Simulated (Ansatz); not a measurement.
## Mg2Ge: one input, then a changed one

The cell is COD entry 9009014, as deposited and not checked against the literature; nothing was relaxed. It is an old determination, and later ones may differ.

First run: DFT, PBE, PAW with Ansatz's default frozen-core files, scalar-relativistic (Ansatz 0.2.0).

Command: `ansatz run input.yaml --threads 1 --pin off --max-ram 4096MiB --backend cpu --events-out ev --progress --plain --runs-dir out` The run took 27 s on 1 thread of Arm Neoverse V1 (shared host), peak memory 0.39 GiB.

```yaml
crystal:
  lattice:
    - [0.0, 3.189, 3.189]
    - [3.189, 0.0, 3.189]
    - [3.189, 3.189, 0.0]
  atoms:
    - { symbol: Mg, position: [0.25, 0.25, 0.25] }
    - { symbol: Mg, position: [0.75, 0.75, 0.75] }
    - { symbol: Ge, position: [0.0, 0.0, 0.0] }
kpoints:
  mp_grid: { grid: [10, 10, 10] }
  band_path:
    path:
      - [0.0, 0.0, 0.0]
      - [0.5, 0.0, 0.5]
      - [0.625, 0.25, 0.625]
      - [0.375, 0.375, 0.75]
      - [0.0, 0.0, 0.0]
      - [0.5, 0.5, 0.5]
      - [0.5, 0.25, 0.75]
      - [0.5, 0.0, 0.5]
    npoints: 14
scf:
  occupations: { method: fermi_dirac, width: 0.05 }
hamiltonian:
  xc: pbe
  pseudopotentials: { kind: paw }
output:
  forces: true
  stress: true
  eigenvalues: true
  efg: { contact_densities: true }
  populations: true
  bader: true
  dos: { projected: true, de: 0.2, e_range: [-14, 8] }
  write_density: true
  write_potential: true
  elf: true
  volumetric_format: npy
```

Result: converged; pressure 1.06 GPa; gap on the k mesh 0.15 eV; 6 SCF iterations.

A second input differs as follows:

```diff
@@ -9,5 +9,5 @@
     - { symbol: Ge, position: [0.0, 0.0, 0.0] }
 kpoints:
-  mp_grid: { grid: [10, 10, 10] }
+  mp_grid: { grid: [0, 10, 10] }
   band_path:
     path:
@@ -23,4 +23,5 @@
 scf:
   occupations: { method: fermi_dirac, width: 0.05 }
+  max_iter: 50
 hamiltonian:
   xc: pbe
@@ -32,9 +33,3 @@
   efg: { contact_densities: true }
   populations: true
-  bader: true
-  dos: { projected: true, de: 0.2, e_range: [-14, 8] }
-  write_density: true
-  write_potential: true
-  elf: true
-  volumetric_format: npy
```

Q: What is wrong with it, and what does the program do?

A: The fault is a mesh with a zero or a mesh and a spacing. The run refused before any iteration. The log ends:
```
Error: invalid value for `kpoints.mp_grid.grid`: each dimension must be in 1..=255
```
